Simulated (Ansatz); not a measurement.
Start from ZnTe in the zinc blende structure (space group F-43m, No. 216; a = 6.1792 Å). Axes: x, y, z lie along the cube axes.

(Cell as relaxed with PBE.)

Levels (all Ansatz, a program for electronic structure, PAW, earlier PAW set): PBE (420 eV, spin-orbit coupling left out); PBEsol (420 eV, no SOC).

Each level relaxes its own structure.

```tsv
base	PBE	PBEsol
volume per atom	29.49 Å³	27.90 Å³
lattice parameter a	11.677 bohr	11.463 bohr
band gap	1.07 eV	1.23 eV
```

Perturbation: biaxial strain −2.08 %, plane normal [110], relaxed out of plane (Cartesian); in-plane vectors clamped, the third vector and the atoms free.

| quantity | PBE | PBEsol |
|---|---|---|
| out-of-plane strain | +1.51 % | ___ |
| shift of the gap caused by the change | +0.02 eV | ___ |
| mean in-plane stress (compression positive) | +1.9 GPa | ___ |

**Question.** Given the PBE results, estimate those of PBEsol.

**Answer.** 
- out-of-plane strain, PBEsol: +1.63 %
- shift of the gap caused by the change, PBEsol: 0.00 eV
- mean in-plane stress (compression positive), PBEsol: +2.1 GPa

PBE's out-of-plane strain lies 0.113 % below PBEsol's; PBE's shift of the gap caused by the change lies 0.02 eV above PBEsol's; PBE's in-plane stress lies 0.2 GPa below PBEsol's. Neither level is exact; PBEsol is the comparison here, not a measurement.

With Te present, leaving out spin-orbit coupling can change the band edges. Whether these cells are dynamically stable was not tested.
